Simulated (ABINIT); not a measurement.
**Beyond one shot: GaN (P6_3mc)**

Aim: iterate the self-energy on GaN (P6_3mc) and follow the gap from cycle to cycle.

Calculated with ABINIT 10.8.3; PBE and many-body steps on it, plane waves.

The database entry behind the starting cell differs from later determinations by our own check (about 0.3 % short, ideal inner coordinate), so it need not match the best structure at ambient conditions.

## (1) Set-up

It takes space group P6_3mc (No. 186, hexagonal). The conventional cell has a = 3.180 Å, b = 3.180 Å, c = 5.166 Å, α = 90.00°, β = 90.00°, γ = 120.00°. Ga has 4 N at 1.94 to 1.95 Å nearest. Nearest to N lie 4 Ga at 1.94 to 1.95 Å. Farther neighbours and most contacts between anions are not listed.

Coordinates:

```cif
data_structure
_symmetry_space_group_name_H-M 'P6_3mc'
_symmetry_Int_Tables_number 186
_cell_length_a 3.1800
_cell_length_b 3.1800
_cell_length_c 5.1660
_cell_angle_alpha 90.000
_cell_angle_beta 90.000
_cell_angle_gamma 120.000
_cell_volume 45.24
loop_
_atom_site_label
_atom_site_type_symbol
_atom_site_symmetry_multiplicity
_atom_site_Wyckoff_symbol
_atom_site_fract_x
_atom_site_fract_y
_atom_site_fract_z
_atom_site_occupancy
Ga1 Ga 2 b 0.33333 0.66667 0.00000 1
N1 N 2 b 0.33333 0.66667 0.37500 1
```

The cell and positions come from the Crystallography Open Database and are kept as given unless a step says otherwise.

## (2) Empty states on the mesh, 6×6×4 mesh, 89 bands

This step: ABINIT 10.8.3; DFT, PBE, plane waves, norm-conserving pseudopotentials.

The sums over transitions need many empty states on a uniform mesh; this step solves for them.

run.abi

```
acell 3*1.0 Angstrom
rprim 
  3.179999999980 0.000000000005 0.000000000000
  -1.589999999994 2.753960784015 0.000000000000
  0.000000000000 0.000000000000 5.166000000000
ntypat 2
znucl 31 7
natom 4
typat 1 1 2 2
xred 
  0.333333333333 0.666666666667 0.000000000000
  0.666666666667 0.333333333333 0.500000000000
  0.333333333333 0.666666666667 0.375000000000
  0.666666666667 0.333333333333 0.875000000000
pp_dirpath "pseudos"
pseudos "Ga.upf, N.upf"
ecut 45
ngkpt 6 6 4
nshiftk 1
shiftk 0 0 0
kptopt 1
chksymbreak 0
iscf -2
irdden 1
istwfk *1
nband 89
nbdbuf 8
tolwfr 1e-09
nstep 60
prtvol 0
indata_prefix "in"
outdata_prefix "out"
tmpdata_prefix "tmp"
```

Command:

```
$ OMP_NUM_THREADS=1 mpirun -n 4 abinit run.abi > log
```

Numbers of over 12 decimals in the logs are rounded to 6 here.

What it wrote:

```text
.Version 10.8.3 of ABINIT. v10.8.2 released Aug 2026.

 Symmetries : space group P6_3 m c (#186); Bravais hP (primitive hexag.)
[... echo of the input left out ...]
== DATASET  1 ==================================================================
-   mpi_nproc: 4, omp_nthreads: 1 (-1 if OMP is not activated)

--- !DatasetInfo
iteration_state: {dtset: 1, }
dimensions: {natom: 4, nkpt: 21, mband: 89, nsppol: 1, nspinor: 1, nspden: 1, mpw: 4428, }
cutoff_energies: {ecut:  45.0, pawecutdg:  -1.0, }
[...]
2.30522    2.30522    2.30628    2.30788    2.32349    2.32349    2.36754    2.41486
   2.41486    2.44799    2.46267    2.46267    2.55895    2.55904    2.58279    2.59611
   2.61009
 prteigrs : prtvol=0 or 1, do not print more k-points.

== END DATASET(S) ==============================================================
================================================================================

 -outvars: echo values of variables after computation  --------
            nband          89
             nkpt          21
          spgroup         186
 [... the other variables as echoed above ...]

 Calculation completed.
```

The job ended after 53 s (4 MPI ranks of Arm Neoverse V1, shared host; peak memory 0.4 GiB; 3.5 min of CPU time).

Numbers from this step:

```
gap                                                           : 1.995 eV
k of the valence top                                          : 0, 0, 0
k of the conduction bottom                                    : 0, 0, 0
least direct gap                                              : 1.995 eV
k points computed                                             : 21
lowest point of the top converged band, above the valence top : 56.2029 eV
```

On this mesh the gap is 1.995 eV.

The density comes from a self-consistent run that is not shown.

## (3) Screening, 6×6×4 mesh, 81 bands, screening to 130.6 eV

The RPA dielectric matrix is built and inverted for each q.

This step: RPA screening on PBE, plane waves, norm-conserving pseudopotentials.

Changes to run.abi since step 2:

```diff
@@ -22,10 +22,11 @@
 chksymbreak 0
-iscf -2
-irdden 1
 istwfk *1
-nband 89
-nbdbuf 8
-tolwfr 1e-09
-nstep 60
-prtvol 0
+occopt 1
+irdwfk 1
+optdriver 3
+nband 81
+ecuteps 4.8
+inclvkb 2
+awtr 1
+symchi 1
 indata_prefix "in"
```

What it wrote:

```text
.Version 10.8.3 of ABINIT. v10.8.2 released Aug 2026.

 Symmetries : space group P6_3 m c (#186); Bravais hP (primitive hexag.)
[... echo of the input left out ...]
== DATASET  1 ==================================================================
-   mpi_nproc: 4, omp_nthreads: 1 (-1 if OMP is not activated)

--- !DatasetInfo
iteration_state: {dtset: 1, }
dimensions: {natom: 4, nkpt: 21, mband: 81, nsppol: 1, nspinor: 1, nspden: 1, mpw: 4428, }
cutoff_energies: {ecut:  45.0, pawecutdg:  -1.0, }
electrons: {nelect:   5.20000000E+01, charge:   0.00000000E+00, occopt:   1.00000000E+00, tsmear:   1.00000000E-02, }

 SCREENING: Calculation of the susceptibility and dielectric matrices

 Based on a program developped by R.W. Godby, V. Olevano, G. Onida, and L. Reining.
 Incorporated in ABINIT by V. Olevano, G.-M. Rignanese, and M. Torrent.
.Using double precision arithmetic ; gwpc =  8

[... cell and pseudopotentials left out ...]
--------------------------------------------------------------------------------

 ==== K-mesh for the wavefunctions ====
 Number of points in the irreducible wedge :    21
[... list of points left out ...]
 Together with 12 symmetry operations and time-reversal symmetry
 yields   144 points in the full Brillouin Zone.

 ==== Q-mesh for the screening function ====
 Number of points in the irreducible wedge :    21
[... list of points left out ...]
 Together with 12 symmetry operations and time-reversal symmetry
 yields   144 points in the full Brillouin Zone.

 setmesh: FFT mesh size selected  =    24x   24x   40
          total number of points  =        23040

 vcoul_init : cutoff-mode = AUXILIARY_FUNCTION
 q-points for optical limit:   1
     1)      0.000010    0.000020    0.000030

- screening: taking advantage of time-reversal symmetry
- Maximum band index for partially occupied states nbvw = 26
- Remaining bands to be divided among processors   nbcw = 55
- Number of bands treated by each node ~13

 Number of electrons calculated from density =   52.0000; Expected =   52.0000
 average of density, n =  0.170321
 r_s =    1.1191
 omega_plasma =   39.8097 [eV]

 calculating chi0 at frequencies [eV] :
  1    0.000000E+00    0.000000E+00
  2    0.000000E+00    3.980974E+01

--------------------------------------------------------------------------------
  q-point number  1        q = ( 0.000000, 0.000000, 0.000000) [r.l.u.]
--------------------------------------------------------------------------------
[... chi0 elements left out ...]
 For q-point:  0.000010 0.000020 0.000030
  dielectric constant =   5.7709
  dielectric constant without local fields =   6.1771

  Average fulfillment of the sum rule on Im[epsilon] for q-point    1 :     31.00  [%]
[... wings left out ...]
  q-point number  2        q = ( 0.166667, 0.000000, 0.000000) [r.l.u.]
--------------------------------------------------------------------------------
[... chi0 elements left out ...]
  Average fulfillment of the sum rule on Im[epsilon] for q-point    2 :     38.91  [%]

 [... 19 further q-points ...]
```

It took 3.8 min on 4 MPI ranks; peak memory 1.8 GiB.

Numbers from this step:

| Quantity | Value |
| --- | --- |
| ε∞ with local fields, on this mesh, along the program's q direction | 5.771 |
| the same without local fields | 6.177 |
| plasma frequency | 39.81 eV |
| plane waves in the screening matrix | 147 |

Local fields lower ε∞ by 7 %.

## (4) G0W0

The self-energy is evaluated for the states that the input lists, and the levels follow from it, in one-shot runs by the linearised quasiparticle equation.

This step: G0W0 on PBE, plane waves, norm-conserving pseudopotentials.

Changes to run.abi since step 3:

```diff
@@ -25,8 +25,15 @@
 irdwfk 1
-optdriver 3
+optdriver 4
 nband 81
+gwcalctyp 0
+ecutsigx 45
+symsigma 1
+nkptgw 1
+kptgw 
+  0.0000000000 0.0000000000 0.0000000000
+bdgw 
+  25 28
 ecuteps 4.8
-inclvkb 2
-awtr 1
-symchi 1
+irdscr 1
+ppmodel 1
 indata_prefix "in"
```

What it wrote:

```text
.Version 10.8.3 of ABINIT. v10.8.2 released Aug 2026.

 Symmetries : space group P6_3 m c (#186); Bravais hP (primitive hexag.)
[... echo of the input left out ...]
== DATASET  1 ==================================================================
-   mpi_nproc: 4, omp_nthreads: 1 (-1 if OMP is not activated)

--- !DatasetInfo
iteration_state: {dtset: 1, }
dimensions: {natom: 4, nkpt: 21, mband: 81, nsppol: 1, nspinor: 1, nspden: 1, mpw: 4428, }
cutoff_energies: {ecut:  45.0, pawecutdg:  -1.0, }
electrons: {nelect:   5.20000000E+01, charge:   0.00000000E+00, occopt:   1.00000000E+00, tsmear:   1.00000000E-02, }

 SIGMA: Calculation of the GW corrections

 Based on a program developped by R.W. Godby, V. Olevano, G. Onida, and L. Reining.
 Incorporated in ABINIT by V. Olevano, G.-M. Rignanese, and M. Torrent.
.Using double precision arithmetic ; gwpc =  8

[... cell and pseudopotentials left out ...]
--------------------------------------------------------------------------------

 ==== K-mesh for the wavefunctions ====
 Number of points in the irreducible wedge :    21
[... list of points left out ...]
 Together with 12 symmetry operations and time-reversal symmetry
 yields   144 points in the full Brillouin Zone.

 ==== Q-mesh for screening function ====
 Number of points in the irreducible wedge :    21
[... list of points left out ...]
 Together with 12 symmetry operations and time-reversal symmetry
 yields   144 points in the full Brillouin Zone.

 vcoul_init : cutoff-mode = AUXILIARY_FUNCTION
 q-points for optical limit:   1
     1)      0.000010    0.000020    0.000030
 setmesh: FFT mesh size selected  =    32x   32x   60
          total number of points  =        61440

 Number of electrons calculated from density =   52.0000; Expected =   52.0000
 average of density, n =  0.170321
 r_s =    1.1191
 omega_plasma =   39.8097 [eV]

 === KS Band Gaps ===
  >>>> For spin  1
   Minimum direct gap =   1.9947 [eV], located at k-point      :   0.0000  0.0000  0.0000
   Fundamental gap    =   1.9947 [eV], Top of valence bands at :   0.0000  0.0000  0.0000
                                       Bottom of conduction at :   0.0000  0.0000  0.0000
 SIGMA fundamental parameters:
 PLASMON POLE MODEL  1
 number of plane-waves for SigmaX                 4367
 number of plane-waves for SigmaC and W            147
 number of plane-waves for wavefunctions          4367
 number of bands                                    81
 number of independent spin polarizations            1
 number of spinorial components                      1
 number of k-points in IBZ                          21
 number of q-points in IBZ                          21
 number of symmetry operations                      12
 number of k-points in BZ                          144
 number of q-points in BZ                          144
 number of frequencies for dSigma/dE                 9
 frequency step for dSigma/dE [eV]                0.25
 number of omega for Sigma on real axis              0
 max omega for Sigma on real axis  [eV]           0.00
 zcut for avoiding poles [eV]                     0.10

 EPSILON^-1 parameters (SCR file):
 dimension of the eps^-1 matrix on file            147
 dimension of the eps^-1 matrix used               147
 number of plane-waves for wavefunctions          4367
 number of bands                                    81
 number of q-points in IBZ                          21
 number of frequencies                               2
 number of real frequencies                          1
 number of imag frequencies                          1

 matrix elements of self-energy operator (all in [eV])

 Perturbative Calculation

--- !SelfEnergy_ee
iteration_state: {dtset: 1, }
kpoint     : [   0.000,    0.000,    0.000, ]
spin       : 1
KS_gap     :    1.995
QP_gap     :    2.832
Delta_QP_KS:    0.837
data: !SigmaeeData |
     Band     E0 <VxcDFT>   SigX SigC(E0)      Z dSigC/dE  Sig(E)    E-E0       E
       25   7.035 -19.131 -22.605   3.357   0.800  -0.250 -19.224  -0.093   6.941
       26   7.035 -19.131 -22.605   3.357   0.800  -0.250 -19.224  -0.093   6.941
       27   9.029 -14.219 -10.131  -3.187   0.826  -0.211 -13.475   0.744   9.773
       28  11.364 -14.010  -9.023  -3.876   0.835  -0.197 -13.082   0.928  12.291

== END DATASET(S) ==============================================================
================================================================================

 -outvars: echo values of variables after computation  --------
           etotal      0.0000000000E+00
            nband          81
             nkpt          21
          spgroup         186
 [... the other variables as echoed above ...]

 Calculation completed.
```

The job ended after 6 s (4 MPI ranks; peak memory 1.3 GiB).

This step gave:

```yaml
g0w0_gap_on_the_points_computed: 2.832 eV
starting_gap_on_the_mesh: 1.995 eV
k_of_the_valence_top: 0, 0, 0
k_of_the_conduction_bottom: 0, 0, 0
z_at_the_valence_top: 0.8
z_at_the_conduction_bottom: 0.826
least_direct_g0w0_gap_on_the_computed_points: 2.832 eV
```

The gap on the mesh goes from 1.99 eV to 2.83 eV, a correction of +0.84 eV.

## (5) evGW0, cycle 1

This step: evGW0 on PBE, plane waves, norm-conserving pseudopotentials.

Changes to run.abi since step 4:

```diff
@@ -27,10 +27,50 @@
 nband 81
-gwcalctyp 0
+gwcalctyp 10
 ecutsigx 45
 symsigma 1
-nkptgw 1
+nkptgw 21
 kptgw 
   0.0000000000 0.0000000000 0.0000000000
+  0.1666666667 0.0000000000 0.0000000000
+  0.3333333333 0.0000000000 0.0000000000
+  0.5000000000 0.0000000000 0.0000000000
+  0.1666666667 0.1666666667 0.0000000000
+  0.3333333333 0.1666666667 0.0000000000
+  0.3333333333 0.3333333333 0.0000000000
+  0.0000000000 0.0000000000 0.2500000000
+  0.1666666667 0.0000000000 0.2500000000
+  0.3333333333 0.0000000000 0.2500000000
+  0.5000000000 0.0000000000 0.2500000000
+  0.1666666667 0.1666666667 0.2500000000
+  0.3333333333 0.1666666667 0.2500000000
+  0.3333333333 0.3333333333 0.2500000000
+  0.0000000000 0.0000000000 0.5000000000
+  0.1666666667 0.0000000000 0.5000000000
+  0.3333333333 0.0000000000 0.5000000000
+  0.5000000000 0.0000000000 0.5000000000
+  0.1666666667 0.1666666667 0.5000000000
+  0.3333333333 0.1666666667 0.5000000000
+  0.3333333333 0.3333333333 0.5000000000
 bdgw 
-  25 28
+  21 40
+  21 40
+  21 40
+  21 40
+  21 40
+  21 40
+  21 40
+  21 40
+  21 40
+  21 40
+  21 40
+  21 40
+  21 40
+  21 40
+  21 40
+  21 40
+  21 40
+  21 40
+  21 40
+  21 40
+  21 40
 ecuteps 4.8
```

What it wrote:

```text
.Version 10.8.3 of ABINIT. v10.8.2 released Aug 2026.

 Symmetries : space group P6_3 m c (#186); Bravais hP (primitive hexag.)
[... echo of the input left out ...]
== DATASET  1 ==================================================================
-   mpi_nproc: 4, omp_nthreads: 1 (-1 if OMP is not activated)

--- !DatasetInfo
iteration_state: {dtset: 1, }
dimensions: {natom: 4, nkpt: 21, mband: 81, nsppol: 1, nspinor: 1, nspden: 1, mpw: 4428, }
cutoff_energies: {ecut:  45.0, pawecutdg:  -1.0, }
electrons: {nelect:   5.20000000E+01, charge:   0.00000000E+00, occopt:   1.00000000E+00, tsmear:   1.00000000E-02, }

 SIGMA: Calculation of the GW corrections

 Based on a program developped by R.W. Godby, V. Olevano, G. Onida, and L. Reining.
 Incorporated in ABINIT by V. Olevano, G.-M. Rignanese, and M. Torrent.
.Using double precision arithmetic ; gwpc =  8

[... cell and pseudopotentials left out ...]
--------------------------------------------------------------------------------

 ==== K-mesh for the wavefunctions ====
 Number of points in the irreducible wedge :    21
[... list of points left out ...]
 Together with 12 symmetry operations and time-reversal symmetry
 yields   144 points in the full Brillouin Zone.

 ==== Q-mesh for screening function ====
 Number of points in the irreducible wedge :    21
[... list of points left out ...]
 Together with 12 symmetry operations and time-reversal symmetry
 yields   144 points in the full Brillouin Zone.

 vcoul_init : cutoff-mode = AUXILIARY_FUNCTION
 q-points for optical limit:   1
     1)      0.000010    0.000020    0.000030
 setmesh: FFT mesh size selected  =    32x   32x   60
          total number of points  =        61440

 Number of electrons calculated from density =   52.0000; Expected =   52.0000
[...]
spin       : 1
KS_gap     :    7.170
QP_gap     :    8.392
Delta_QP_KS:    1.221
data: !SigmaeeData |
     Band     E_DFT   <VxcDFT>   E(N-1)  <Hhartree>   SigX  SigC[E(N-1)]    Z     dSigC/dE  Sig[E(N)]  DeltaE  E(N)_pert E(N)_diago
[...]
--- !SelfEnergy_ee
iteration_state: {dtset: 1, }
kpoint     : [   0.333,    0.333,    0.500, ]
spin       : 1
KS_gap     :    8.027
QP_gap     :    9.334
Delta_QP_KS:    1.308
data: !SigmaeeData |
     Band     E_DFT   <VxcDFT>   E(N-1)  <Hhartree>   SigX  SigC[E(N-1)]    Z     dSigC/dE  Sig[E(N)]  DeltaE  E(N)_pert E(N)_diago
[...]
39    29.540   -13.762    29.540    43.302    -5.666    -6.488     0.782    -0.279   -12.505     1.257    30.797    31.148
       40    29.540   -13.762    29.540    43.302    -5.666    -6.488     0.782    -0.279   -12.505     1.257    30.797    31.148

 New Fermi energy :        3.095753E-01 Ha ,    8.423974E+00 eV

 === QP Band Gaps ===
  >>>> For spin  1
   Minimum direct gap =   3.0115 [eV], located at k-point      :   0.0000  0.0000  0.0000
   Fundamental gap    =   3.0115 [eV], Top of valence bands at :   0.0000  0.0000  0.0000
                                       Bottom of conduction at :   0.0000  0.0000  0.0000

 writing QP data on file : out_QPS

 Convergence of QP corrections
 >>>>> For spin  1 <<<<<
.  kptgw no:  1; Maximum DeltaE = (   0.000   0.000) for band index:  9
.  kptgw no:  2; Maximum DeltaE = (   1.333  -0.001) for band index: 14
.  kptgw no:  3; Maximum DeltaE = (   1.157  -0.001) for band index: 10
[...]
.  kptgw no: 20; Maximum DeltaE = (   1.286  -0.000) for band index: 10
.  kptgw no: 21; Maximum DeltaE = (   1.240  -0.001) for band index: 12

== END DATASET(S) ==============================================================
================================================================================

 -outvars: echo values of variables after computation  --------
           etotal      0.0000000000E+00
            nband          81
             nkpt          21
          spgroup         186
 [... the other variables as echoed above ...]

 Calculation completed.
```

Wall time 14 min (4 MPI ranks); peak memory 3.6 GiB.

Numbers from this step:

```yaml
quasiparticle_gap_on_the_mesh: 3.012 eV
gap_of_the_density_functional_on_the_mesh: 1.995 eV
k_of_the_valence_top: 0, 0, 0
k_of_the_conduction_bottom: 0, 0, 0
z_at_the_valence_top: 0.8
z_at_the_conduction_bottom: 0.826
least_direct_quasiparticle_gap_on_the_computed_points: 3.012 eV
```

Against G0W0 in ABINIT (6×6×4 mesh, 81 bands, screening to 130.6 eV, Godby-Needs plasmon pole), the gap moves by +0.180 eV. This first cycle still uses the starting levels; it takes the full correction, at all points of the mesh, and its linearised value is 2.832 eV.

## (6) evGW0, cycle 2

The corrected levels of the last cycle go back in.

Changes to run.abi since step 5:

```diff
@@ -78,2 +78,3 @@
 ppmodel 1
+irdqps 1
 indata_prefix "in"
```

What it wrote:

```text
.Version 10.8.3 of ABINIT. v10.8.2 released Aug 2026.

 Symmetries : space group P6_3 m c (#186); Bravais hP (primitive hexag.)
[... echo of the input left out ...]
== DATASET  1 ==================================================================
-   mpi_nproc: 4, omp_nthreads: 1 (-1 if OMP is not activated)

--- !DatasetInfo
iteration_state: {dtset: 1, }
dimensions: {natom: 4, nkpt: 21, mband: 81, nsppol: 1, nspinor: 1, nspden: 1, mpw: 4428, }
cutoff_energies: {ecut:  45.0, pawecutdg:  -1.0, }
[...]
.  kptgw no:  3; Maximum DeltaE = (   0.137   0.001) for band index:  1
[...]
.  kptgw no: 20; Maximum DeltaE = (   0.109   0.001) for band index:  2
.  kptgw no: 21; Maximum DeltaE = (  -0.072   0.000) for band index: 11

== END DATASET(S) ==============================================================
================================================================================

 -outvars: echo values of variables after computation  --------
           etotal      0.0000000000E+00
            nband          81
             nkpt          21
          spgroup         186
 [... the other variables as echoed above ...]

 Calculation completed.
```

The job ended after 14 min (4 MPI ranks; peak memory 3.6 GiB).

Numbers from this step:

```
quasiparticle gap on the mesh                         : 2.970 eV
gap of the density functional on the mesh             : 1.995 eV
k of the valence top                                  : 0, 0, 0
k of the conduction bottom                            : 0, 0, 0
least direct quasiparticle gap on the computed points : 2.970 eV
```

Against the cycle before, the gap moves by −0.042 eV.

(Part 1 of 3 ends here.)

[Paths, hosts, dates, memory and timing lines, banners, echoed tables and standing remarks are left out of the program output.]

[Logs are printed without paths, hosts, clocks, repeated set-up lines and the standing remarks that a program may print on its own settings, such as how far it seeks lower states.]

[Runs of the session that timed out or met a known fault of the program may be left out.]

[Hosts, paths, dates, database ids (printed as entryN), source tags and the programs' standing remarks are cut or masked in the printed files.]

[G0W0 gaps are taken among the corrected bands and points alone; a level outside them can change the order at an edge.]

[Where Ansatz stands beside ABINIT at settings called matched, ABINIT's density can come from a denser mesh and the files from another edition; pairs whose starting gaps differed by over 0.03 eV were left out, so agreement reads better than it is.]
